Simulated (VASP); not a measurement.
# ZnSe (Stilleite) (F-43m) in VASP: further runs, part 2 of 2

VASP 6.6.1. The steps go on from the part before.

## (3) G0W0 quasiparticle levels, PBE

Contents of POSCAR:

```
ZnSe
1.0
    0.0000000000      2.8338000000      2.8338000000
    2.8338000000      0.0000000000      2.8338000000
    2.8338000000      2.8338000000      0.0000000000
Se Zn
1 1
Direct
    0.7500000000      0.7500000000      0.7500000000
    0.0000000000      0.0000000000      0.0000000000
```

Contents of INCAR.step1:

```
SYSTEM = ZnSe
  PREC = Accurate
  ENCUT = 450
  EDIFF = 1E-8
  ISMEAR = 0
  SIGMA = 0.01
  LREAL = .False.
  LASPH = .True.
  NELM = 60
  ALGO = Normal
  LWAVE = .True.
  LCHARG = .False.
  GGA = PE
```

Contents of INCAR.step2:

```
SYSTEM = ZnSe
  PREC = Accurate
  ENCUT = 450
  EDIFF = 1E-8
  ISMEAR = 0
  SIGMA = 0.01
  LREAL = .False.
  LASPH = .True.
  NELM = 1
  ALGO = Exact
  LWAVE = .True.
  LCHARG = .False.
  GGA = PE
  NBANDS = 63
  LOPTICS = .True.
  ISTART = 1
```

Contents of INCAR.step3:

```
SYSTEM = ZnSe
  PREC = Accurate
  ENCUT = 450
  EDIFF = 1E-8
  ISMEAR = 0
  SIGMA = 0.01
  LREAL = .False.
  LASPH = .True.
  ALGO = EVGW0
  LWAVE = .False.
  LCHARG = .False.
  GGA = PE
  NELMGW = 1
  NBANDS = 63
  ENCUTGW = 150
  NOMEGA = 48
  PRECFOCK = Fast
  ISTART = 1
  NBANDSGW = 17
```

Contents of KPOINTS:

```
Automatic mesh
0
Gamma
  3 3 3
  0 0 0
```

Potentials or basis: VASP PAW PBE potentials, release 64 (Se_GW, Zn_GW).

Command:

```console
cat potpaw_PBE.64/Se_GW/POTCAR potpaw_PBE.64/Zn_GW/POTCAR > POTCAR
cp INCAR.step1 INCAR
mpirun -np 1 vasp_std > vasp.out
cp INCAR.step2 INCAR
mpirun -np 1 vasp_std > vasp.out
cp INCAR.step3 INCAR
mpirun -np 1 vasp_std > vasp.out
```

OUTCAR:

```text
SYSTEM = ZnSe
   PREC = Accurate
   ENCUT = 450
   EDIFF = 1E-8
   ISMEAR = 0
   LREAL = .False.
   LASPH = .True.
   GGA = PE
   NELMGW = 1
   ENCUTGW = 150
   PRECFOCK = Fast
   ISTART = 1

 Found      4 irreducible k-points:

 Following reciprocal coordinates:
            Coordinates               Weight
  0.000000  0.000000  0.000000      1.000000
  0.333333  0.000000  0.000000      8.000000
  0.333333  0.333333  0.000000      6.000000
 -0.333333  0.333333  0.000000     12.000000
   k-points           NKPTS =      4   k-points in BZ     NKDIM =     27   number of bands    NBANDS=     63
   number of dos      NEDOS =    301   number of ions     NIONS =      2
   total plane-waves  NPLWV =  21952
   dimension x,y,z NGX =    28 NGY =   28 NGZ =   28
   dimension x,y,z NGXF=    56 NGYF=   56 NGZF=   56
   ions per type =               1   1
   NGX,Y,Z   is equivalent  to a cutoff of  11.62, 11.62, 11.62 a.u.
   NGXF,Y,Z  is equivalent  to a cutoff of  23.23, 23.23, 23.23 a.u.
 SYSTEM =  ZnSe
   PREC   = accura    normal or accurate (medium, high low for compatibility)
   ISTART =      1    job   : 0-new  1-cont  2-samecut
   ICHARG =      0    charge: 1-file 2-atom 10-const
   ISPIN  =      1    spin polarized calculation?
   LNONCOLLINEAR =      F non collinear calculations
   LSORBIT =      F    spin-orbit coupling
   LASPH  =      T    aspherical Exc in radial PAW
   ENCUT  =  450.0 eV  33.07 Ry    5.75 a.u.   6.93  6.93  6.93*2*pi/ulx,y,z
   NELM   =     60;   NELMIN=  2; NELMDL=  0     # of ELM steps
   EDIFF  = 0.1E-07   stopping-criterion for ELM
   LREAL  =      F    real-space projection
   EDIFFG = 0.1E-06   stopping-criterion for IOM
   NSW    =      0    number of steps for IOM
   IBRION =     -1    ionic relax: 0-MD 1-quasi-New 2-CG
   NFREE  =      0    steps in history (QN), initial steepest desc. (CG)
   ISIF   =      0    stress and relaxation
   ISYM   =      3    0-nonsym 1-usesym 2-fastsym
   POTIM  = 0.5000    time-step for ionic-motion
   TEBEG  =    0.0;   TEEND  =   0.0 temperature during run
   PSTRESS=    0.0 pullay stress
   NELECT =      18.0000    total number of electrons
   NUPDOWN=      -1.0000    fix difference up-down
   EMIN   =  10.00;   EMAX   =-10.00  energy-range for DOS
   EFERMI =   0.00;   METHOD = LEGACY
   ISMEAR =     0;   SIGMA  =   0.01  broadening in eV -4-tet -1-fermi 0-gaus
   EFERMI_NEDOS =   21; number of points for ismear=-14 and -15
   IALGO  =     38    algorithm
   IMIX   =      4    mixing-type and parameters
     AMIX     =   0.40;   BMIX     =  1.00
     AMIX_MAG =   1.60;   BMIX_MAG =  1.00
  volume/ion in A,a.u.               =      22.76       153.57
  Fermi-wavevector in a.u.,A,eV,Ry     =   1.201673  2.270834 19.647073  1.444019
  Thomas-Fermi vector in A             =   2.337476
   LORBIT       =      0    0 simple, 1 ext, 2 COOP (PROOUT), +10 PAW based schemes
   GGA     = PE    functional components
   LHFCALC =     T    Hartree Fock is set to
   PRECFOCK=fast      Normal, Fast or Accurate (Low or Medium for compatibility)
   ENCUT4O =  -1.0   cutoff for four orbital integrals eV
   NKREDX  =     1    reduce k-point grid by
   NKREDY  =     1    reduce k-point grid by
   NKREDZ  =     1    reduce k-point grid by
   AEXX    =    1.0000 exact exchange contribution
   HFSCREEN=    0.0000 screening length (either q_TF or 0.3 A-1)
   HFSCREENC=   0.0000 screening length for correlation (either q_TF or 0.3 A-1)
   ENCUTFOCK=  -1.0 apply spherical cutoff to Coloumb kernel
   IVDW    =     0    specifies the selected vdW correction
   LEPSILON=     F    determine dielectric tensor
   LRPA    =     F    only Hartree local field effects (RPA)
   LRPAFORCE           =     F    calculate RPA forces
   ENCUTGW             = 150.0    cutoff for response function in eV
   ENCUTGWSOFT         = 120.0    soft cutoff for Coulomb kernel in GW response function in eV
   ENCUTLF             =  -1.0    cutoff for local field effects
   NELMGW              =     1    number of iterations in solving QP/BSE equation
   NELMHF              =     1    number of iterations in the inner HF iteration
   NKREDLFX            =     1    NKREDLFY  =   1   NKREDLFZ  =   1
 non-spin polarized calculation
 Gauss-broadening in eV      SIGMA  =   0.01
  energy-cutoff  :      450.00
  volume of cell :       45.51
 maximum number of plane-waves:      1002
  NGX = 16; NGY = 16; NGZ = 16
   NGX = 13   NGY = 13   NGZ = 13
 maximum number of plane-waves:       194

 QP shifts <psi_nk| G(iteration)W_0 |psi_nk>: iteration 1
 for sc-GW calculations column KS-energies equals QP-energies in previous step
 and V_xc(KS)=  KS-energies - (<T + V_ion + V_H > + <T+V_H+V_ion>^1  + <V_x>^1)

 k-point   1 :       0.0000    0.0000    0.0000
  band No.  KS-energies  QP-energies   sigma(KS)   V_xc(KS)     V^pw_x(r,r')   Z            occupation Imag(sigma)

      1     -10.5025     -10.8941     -12.8997     -12.3078     -19.8306       0.6616       2.0000       1.1832
      2      -3.8950      -5.3822     -21.9267     -19.7053     -30.8897       0.6695       2.0000       0.3299
      3      -3.8950      -5.3822     -21.9267     -19.7053     -30.8897       0.6695       2.0000       0.3299
      4      -3.8950      -5.3822     -21.9267     -19.7053     -30.8897       0.6695       2.0000       0.3299
      5      -3.5352      -5.1127     -22.8378     -20.4968     -32.0216       0.6739       2.0000       0.3126
      6      -3.5352      -5.1127     -22.8378     -20.4968     -32.0216       0.6739       2.0000       0.3126
[... 9 lines left out ...]
     16      14.1442      14.5356      -9.7976     -10.3197      -4.9907       0.7498       0.0000      -0.2810
     17      15.7309      15.6824      -7.6259      -7.5616      -2.2362       0.7532       0.0000      -0.5269
[... 46 lines left out ...]
      1      -9.4978      -9.8382     -13.6339     -13.1236     -20.3582       0.6671       2.0000       0.9974
      2      -3.7977      -5.2869     -21.7549     -19.5462     -30.5782       0.6743       2.0000       0.3265
      3      -3.7177      -5.2380     -22.3422     -20.0899     -31.4135       0.6750       2.0000       0.3269
      4      -3.5758      -5.1466     -22.7182     -20.3898     -31.9116       0.6746       2.0000       0.3198
      5      -3.5272      -5.1118     -22.8423     -20.5059     -32.0440       0.6782       2.0000       0.3148
      6      -3.2992      -4.8123     -22.4547     -20.2218     -31.4303       0.6776       2.0000       0.3210
[... 9 lines left out ...]
     16      18.2675      18.5358      -8.6058      -8.9631      -2.8492       0.7506       0.0000      -0.6819
     17      18.9634      19.1134      -8.2501      -8.4479      -2.5833       0.7586       0.0000      -0.7034
```

OUTCAR.step1:

```text
SYSTEM = ZnSe
   PREC = Accurate
   ENCUT = 450
   EDIFF = 1E-8
   ISMEAR = 0
   LREAL = .False.
   LASPH = .True.
[... 170 lines left out ...]
      4.25070      4.25070      4.25070        -0.000000     -0.000000     -0.000000
      0.00000      0.00000      0.00000         0.000000      0.000000      0.000000
 -----------------------------------------------------------------------------------
    total drift:                               -0.000001     -0.000001     -0.000001

  FREE ENERGIE OF THE ION-ELECTRON SYSTEM (eV)
  ---------------------------------------------------
  free  energy   TOTEN  =        -5.7435854918 eV

  energy  without entropy=       -5.7435854918  energy(sigma->0) =       -5.74358549
```

OUTCAR.step2:

```text
SYSTEM = ZnSe
   PREC = Accurate
   ENCUT = 450
   EDIFF = 1E-8
[... 538 lines left out ...]
  --------------------------------------------------------------------------------------------------------------
     0.00000    25.59370    25.59370    25.59370     0.00000     0.00000    -0.00000
     0.87381    38.45659    38.45659    38.45659     0.00000     0.00000    -0.00000
     1.74762    -0.48920    -0.48920    -0.48920     0.00000     0.00000    -0.00000
     2.62143    16.19980    16.19980    16.19980     0.00000     0.00000    -0.00000
     3.49524   -28.29535   -28.29535   -28.29535    -0.00000    -0.00000    -0.00000
     4.36905     6.04515     6.04515     6.04515     0.00000     0.00000    -0.00000
[... 92 lines left out ...]
    85.63340     0.93645     0.93645     0.93645    -0.00000    -0.00000     0.00000
    86.50721     0.93793     0.93793     0.93793    -0.00000    -0.00000     0.00000
```

Wall time 28 s (1 thread of AMD EPYC 9R45 (Zen 5), shared host); peak memory 0.25 GiB.

These settings aren't checked as converged: the numbers below hold their error.

Results:

| Property | Result |
| --- | --- |
| Band gap on the k mesh, mean-field level | 1.24 eV, direct |
| Quasiparticle gap | 2.33 eV |
| Least direct quasiparticle gap | 2.33 eV |

Caveat: the k mesh is coarse (spacing up to 0.64 Å⁻¹), so the values aren't converged; bands, screening cutoff and mesh are small and nothing is extrapolated, so the quasiparticle values aren't converged.

## (4) G0W0 quasiparticle levels, PBE

POSCAR is that of step 3.

INCAR.step1 is that of step 3.

INCAR.step2 is that of step 3.

INCAR.step3: that of step 3 with these lines changed.

```diff
@@ -15,3 +15,3 @@
   ENCUTGW = 150
-  NOMEGA = 48
+  NOMEGA = 100
   PRECFOCK = Fast
```

KPOINTS is that of step 3.

Potentials or basis: VASP PAW PBE potentials, release 64 (Se_GW, Zn_GW).

Command:

```console
cat potpaw_PBE.64/Se_GW/POTCAR potpaw_PBE.64/Zn_GW/POTCAR > POTCAR
cp INCAR.step1 INCAR
mpirun -np 1 vasp_std > vasp.out
cp INCAR.step2 INCAR
mpirun -np 1 vasp_std > vasp.out
cp INCAR.step3 INCAR
mpirun -np 1 vasp_std > vasp.out
```

OUTCAR:

```text
SYSTEM = ZnSe
   PREC = Accurate
   ENCUT = 450
   EDIFF = 1E-8
   ISMEAR = 0
   LREAL = .False.
   LASPH = .True.
   GGA = PE
   NELMGW = 1
   ENCUTGW = 150
   PRECFOCK = Fast
   ISTART = 1

 Found      4 irreducible k-points:

 Following reciprocal coordinates:
            Coordinates               Weight
  0.000000  0.000000  0.000000      1.000000
  0.333333  0.000000  0.000000      8.000000
  0.333333  0.333333  0.000000      6.000000
 -0.333333  0.333333  0.000000     12.000000
   k-points           NKPTS =      4   k-points in BZ     NKDIM =     27   number of bands    NBANDS=     63
   number of dos      NEDOS =    301   number of ions     NIONS =      2
   total plane-waves  NPLWV =  21952
   dimension x,y,z NGX =    28 NGY =   28 NGZ =   28
   dimension x,y,z NGXF=    56 NGYF=   56 NGZF=   56
   ions per type =               1   1
   NGX,Y,Z   is equivalent  to a cutoff of  11.62, 11.62, 11.62 a.u.
   NGXF,Y,Z  is equivalent  to a cutoff of  23.23, 23.23, 23.23 a.u.
 SYSTEM =  ZnSe
   PREC   = accura    normal or accurate (medium, high low for compatibility)
   ISTART =      1    job   : 0-new  1-cont  2-samecut
   ICHARG =      0    charge: 1-file 2-atom 10-const
   ISPIN  =      1    spin polarized calculation?
   LNONCOLLINEAR =      F non collinear calculations
   LSORBIT =      F    spin-orbit coupling
   LASPH  =      T    aspherical Exc in radial PAW
   ENCUT  =  450.0 eV  33.07 Ry    5.75 a.u.   6.93  6.93  6.93*2*pi/ulx,y,z
   NELM   =     60;   NELMIN=  2; NELMDL=  0     # of ELM steps
   EDIFF  = 0.1E-07   stopping-criterion for ELM
   LREAL  =      F    real-space projection
   EDIFFG = 0.1E-06   stopping-criterion for IOM
   NSW    =      0    number of steps for IOM
   IBRION =     -1    ionic relax: 0-MD 1-quasi-New 2-CG
   NFREE  =      0    steps in history (QN), initial steepest desc. (CG)
   ISIF   =      0    stress and relaxation
   ISYM   =      3    0-nonsym 1-usesym 2-fastsym
   POTIM  = 0.5000    time-step for ionic-motion
   TEBEG  =    0.0;   TEEND  =   0.0 temperature during run
   PSTRESS=    0.0 pullay stress
   NELECT =      18.0000    total number of electrons
   NUPDOWN=      -1.0000    fix difference up-down
   EMIN   =  10.00;   EMAX   =-10.00  energy-range for DOS
   EFERMI =   0.00;   METHOD = LEGACY
   ISMEAR =     0;   SIGMA  =   0.01  broadening in eV -4-tet -1-fermi 0-gaus
   EFERMI_NEDOS =   21; number of points for ismear=-14 and -15
   IALGO  =     38    algorithm
   IMIX   =      4    mixing-type and parameters
     AMIX     =   0.40;   BMIX     =  1.00
     AMIX_MAG =   1.60;   BMIX_MAG =  1.00
  volume/ion in A,a.u.               =      22.76       153.57
  Fermi-wavevector in a.u.,A,eV,Ry     =   1.201673  2.270834 19.647073  1.444019
  Thomas-Fermi vector in A             =   2.337476
   LORBIT       =      0    0 simple, 1 ext, 2 COOP (PROOUT), +10 PAW based schemes
   GGA     = PE    functional components
   LHFCALC =     T    Hartree Fock is set to
   PRECFOCK=fast      Normal, Fast or Accurate (Low or Medium for compatibility)
   ENCUT4O =  -1.0   cutoff for four orbital integrals eV
   NKREDX  =     1    reduce k-point grid by
   NKREDY  =     1    reduce k-point grid by
   NKREDZ  =     1    reduce k-point grid by
   AEXX    =    1.0000 exact exchange contribution
   HFSCREEN=    0.0000 screening length (either q_TF or 0.3 A-1)
   HFSCREENC=   0.0000 screening length for correlation (either q_TF or 0.3 A-1)
   ENCUTFOCK=  -1.0 apply spherical cutoff to Coloumb kernel
   IVDW    =     0    specifies the selected vdW correction
   LEPSILON=     F    determine dielectric tensor
   LRPA    =     F    only Hartree local field effects (RPA)
   LRPAFORCE           =     F    calculate RPA forces
   ENCUTGW             = 150.0    cutoff for response function in eV
   ENCUTGWSOFT         = 120.0    soft cutoff for Coulomb kernel in GW response function in eV
   ENCUTLF             =  -1.0    cutoff for local field effects
   NELMGW              =     1    number of iterations in solving QP/BSE equation
   NELMHF              =     1    number of iterations in the inner HF iteration
   NKREDLFX            =     1    NKREDLFY  =   1   NKREDLFZ  =   1
 non-spin polarized calculation
 Gauss-broadening in eV      SIGMA  =   0.01
  energy-cutoff  :      450.00
  volume of cell :       45.51
 maximum number of plane-waves:      1002
  NGX = 16; NGY = 16; NGZ = 16
   NGX = 13   NGY = 13   NGZ = 13
 maximum number of plane-waves:       194

 QP shifts <psi_nk| G(iteration)W_0 |psi_nk>: iteration 1
 for sc-GW calculations column KS-energies equals QP-energies in previous step
 and V_xc(KS)=  KS-energies - (<T + V_ion + V_H > + <T+V_H+V_ion>^1  + <V_x>^1)

 k-point   1 :       0.0000    0.0000    0.0000
  band No.  KS-energies  QP-energies   sigma(KS)   V_xc(KS)     V^pw_x(r,r')   Z            occupation Imag(sigma)

      1     -10.5025     -10.8535     -12.8193     -12.3078     -19.8306       0.6863       2.0000       1.0356
      2      -3.8950      -5.1381     -21.6374     -19.7053     -30.8897       0.6434       2.0000       0.3299
      3      -3.8950      -5.1381     -21.6374     -19.7053     -30.8897       0.6434       2.0000       0.3299
      4      -3.8950      -5.1381     -21.6374     -19.7053     -30.8897       0.6434       2.0000       0.3299
      5      -3.5352      -4.8681     -22.5388     -20.4968     -32.0216       0.6527       2.0000       0.3747
      6      -3.5352      -4.8681     -22.5388     -20.4968     -32.0216       0.6527       2.0000       0.3747
[... 9 lines left out ...]
     16      14.1442      14.4701      -9.8683     -10.3197      -4.9907       0.7219       0.0000      -0.2057
     17      15.7309      15.6411      -7.6842      -7.5616      -2.2362       0.7321       0.0000      -0.4282

 k-point   2 :       0.3333    0.0000    0.0000
  band No.  KS-energies  QP-energies   sigma(KS)   V_xc(KS)     V^pw_x(r,r')   Z            occupation Imag(sigma)

      1      -9.9290     -10.2169     -13.1846     -12.7264     -20.0665       0.6285       2.0000       0.9113
      2      -3.8250      -5.0823     -21.7833     -19.8401     -31.0693       0.6470       2.0000       0.3368
      3      -3.8250      -5.0823     -21.7833     -19.8401     -31.0693       0.6470       2.0000       0.3368
      4      -3.7224      -4.9321     -20.8182     -18.9596     -29.5970       0.6509       2.0000       0.3276
      5      -3.5286      -4.8628     -22.5530     -20.5138     -32.0526       0.6543       2.0000       0.3722
      6      -3.5286      -4.8628     -22.5530     -20.5138     -32.0526       0.6543       2.0000       0.3722
[... 9 lines left out ...]
     16      13.7323      13.9757      -9.2772      -9.6043      -4.3199       0.7443       0.0000      -0.2274
     17      18.1579      18.4489      -8.9796      -9.3821      -2.9821       0.7231       0.0000      -0.6218

 k-point   3 :       0.3333    0.3333    0.0000
  band No.  KS-energies  QP-energies   sigma(KS)   V_xc(KS)     V^pw_x(r,r')   Z            occupation Imag(sigma)

      1      -9.7351     -10.0172     -13.3208     -12.8763     -20.1594       0.6347       2.0000       0.8673
      2      -3.8848      -5.0669     -20.3512     -18.5260     -28.9470       0.6477       2.0000       0.3348
      3      -3.7209      -4.9873     -22.0433     -20.0822     -31.4143       0.6458       2.0000       0.3372
      4      -3.7209      -4.9873     -22.0433     -20.0822     -31.4143       0.6458       2.0000       0.3372
      5      -3.5311      -4.8374     -22.2459     -20.2425     -31.6336       0.6520       2.0000       0.3579
      6      -3.4995      -4.8391     -22.6199     -20.5767     -32.1335       0.6556       2.0000       0.3756
[... 9 lines left out ...]
     16      17.9374      18.2015      -8.6541      -9.0119      -2.8043       0.7380       0.0000      -0.5744
     17      19.3955      19.5601      -9.3070      -9.5269      -3.5001       0.7485       0.0000      -0.7520

 k-point   4 :      -0.3333    0.3333    0.0000
  band No.  KS-energies  QP-energies   sigma(KS)   V_xc(KS)     V^pw_x(r,r')   Z            occupation Imag(sigma)

      1      -9.4978      -9.7831     -13.5496     -13.1236     -20.3582       0.6698       2.0000       0.8394
      2      -3.7977      -5.0479     -21.4728     -19.5462     -30.5782       0.6490       2.0000       0.3479
      3      -3.7177      -4.9855     -22.0483     -20.0899     -31.4135       0.6473       2.0000       0.3414
      4      -3.5758      -4.8953     -22.4178     -20.3898     -31.9116       0.6507       2.0000       0.3618
      5      -3.5272      -4.8615     -22.5433     -20.5059     -32.0440       0.6549       2.0000       0.3724
      6      -3.2992      -4.5780     -22.1714     -20.2218     -31.4303       0.6559       2.0000       0.3410
[... 9 lines left out ...]
     16      18.2675      18.4571      -8.7030      -8.9631      -2.8492       0.7289       0.0000      -0.5926
     17      18.9634      19.0272      -8.3609      -8.4479      -2.5833       0.7338       0.0000      -0.6232
```

Run time: 32 s. Hardware: 1 thread of AMD EPYC 9R45 (Zen 5), shared host; peak memory 0.25 GiB.

These settings aren't checked as converged: the numbers below hold their error.

What came out:

```yaml
Band_gap_on_the_k_mesh_mean-field_level: 1.24 eV, direct
Quasiparticle_gap: 2.30 eV
Least_direct_quasiparticle_gap: 2.30 eV
```

Caveat: the k mesh is coarse (spacing up to 0.64 Å⁻¹), so the values aren't converged; bands, screening cutoff and mesh are small and nothing is extrapolated, so the quasiparticle values aren't converged.

## (5) The reference run

An earlier run on the cell as given: functional PBE; potentials or basis VASP PAW PBE potentials, release 64 (Se, Zn); cutoff 520 eV; k mesh 8 × 8 × 8; occupations fermi-dirac, width 0.05 eV; no spin polarisation.

- Pressure: 2.3 GPa
- Band gap on the k mesh: 1.29 eV, direct
